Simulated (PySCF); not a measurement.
# Two-dimensional NMR puzzle

Compound of formula C₆H₇N. Correlations simulated from computed shifts and couplings:

HSQC (one-bond C–H):
| δH | δC | ¹J(C,H) (Hz) |
| --- | --- | --- |
| 7.32 | 139.5 | 164 |
| 6.82 | 125.5 | 169 |
| 6.66 | 120.8 | 162 |

COSY cross peaks (|J| ≥ 2 Hz):
| δH | δH | abs. J (Hz) | bonds |
| --- | --- | --- | --- |
| 7.32 | 6.82 | 8.2 | 3 |
| 7.32 | 6.66 | 8.9 | 3 |

HMBC (two and three bonds, |J| ≥ 2.5 Hz):
| δH | δC [abs. J in Hz] |
| --- | --- |
| 7.32 | 157.3 [8.9], 139.5 [8.8] |
| 6.82 | 120.8 [8.4] |
| 6.66 | 125.5 [7.7], 120.8 [5.6] |

Carbons without hydrogens: δ 157.3.

Theory: spin–spin couplings from B3LYP/pcJ-1 (spin–dipole term only in couplings to heteroatoms), PBE0-D3(BJ)/def2-SVP geometry, σ from GIAO-mPW1PW91/pcSseg-2, in PySCF 2.14 (non-relativistic Hamiltonian, one conformer, gas phase, equivalent nuclei averaged).

Referencing at the same level of theory: ¹H (σ = 31.29 ppm) and ¹³C (σ = 183.53 ppm) against TMS.

Exchangeable hydrogens are left out of these lists, and C,H couplings along chains are those of one rotamer, so weak HMBC peaks may be missing or extra.

Problem. Work out the connectivity.

Solution. SMILES Nc1ccccc1.

Structure with atom numbers: `[NH2:1][c:2]1[cH:3][cH:4][cH:5][cH:6][cH:7]1` (H(Xn): hydrogen on atom n).

- δC 157.3 is C2, an aromatic carbon bearing nitrogen.
- δC 139.5 is C4/C6, an aromatic CH (δH 7.32).
- δC 125.5 is C5, an aromatic CH (δH 6.82).
- δC 120.8 is C3/C7, an aromatic CH (δH 6.66).
- HMBC from δH 7.32 reaches the proton-free carbon C2.
- COSY links 7.32–6.82, 7.32–6.66.

This is the structure that produced the data.

Exchangeable OH/NH protons stand at their gas-phase positions; hydrogen bonding in a real sample shifts them, mostly to higher δ. Unscaled 3J(H,H) at this level run about 10 % above measured values. Shifts are as computed. Against solution values, carbons near 30 ppm lie about +3 ppm off and those near 130 ppm about +9 ppm. Of 1211 compounds with measured shifts, 218 miss one by over three times the rms of a fit or turn the order of signals round; such compounds aren't used in these exercises.
